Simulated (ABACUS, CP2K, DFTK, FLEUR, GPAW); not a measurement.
## Fitting the PBEsol energy curve of KBr

Space group Fm-3m (No. 225). a = 6.600 Å, b = 6.600 Å, c = 6.600 Å, α = 90.00°, β = 90.00°, γ = 90.00°
```
atom  site  symmetry       x       y       z
  Br    4b      m-3m  0.0000  0.5000  0.0000
   K    4a      m-3m  0.0000  0.0000  0.0000
```

The cell was scaled at fixed shape and fractions and run with CP2K, POTENTIAL_UZH Br GTH-PBE-q7, K GTH-PBE-q9; TZVP-MOLOPT-PBE-GTH basis; PBEsol, k mesh 7 × 7 × 7 on the cell of 2 atoms, fermi-dirac occupations of 0.05 eV, no spin polarisation, no spin-orbit coupling. The potentials were made for PBE. Energies are those that the program minimises, any entropy of the smearing included.

```csv
V (Å³/atom),energy over the lowest row (meV/atom)
33.7808,4.058
34.4995,?
35.2183,0.000
35.9370,0.213
36.6557,1.694
37.3745,4.302
38.0932,7.903
```

Problem. Fit the third-order Birch-Murnaghan form, give V0, B0 and B′, and predict the energy left open.

Solution. With y = (V0/V)^(2/3), E = E0 + (9 V0 B0/16) [(y - 1)³ B′ + (y - 1)² (6 - 4y)]. Least squares through the rows shown give V0 = 35.4616 Å³/atom, E0 = -0.080 meV, B0 = 15.11 GPa (1 eV/Å³ = 160.218 GPa) and B′ = 4.98, with a largest miss of 0.002 meV. At V = 34.4995 the form with these constants gives 1.220 meV; the run gave 1.220 meV an atom. Other set-ups at this level, from all their volumes (Å³/atom, GPa): ABACUS, PseudoDojo NC SR 0.4.1 PBEsol standard, plane waves: V0 35.105, B0 15.4; DFTK, PseudoDojo SR PBEsol 0.4.1 standard (PBEsol): V0 35.106, B0 15.4; FLEUR, all-electron, FLAPW: V0 35.128, B0 15.4; GPAW, PAW data sets generated for this functional: V0 35.123, B0 15.4.
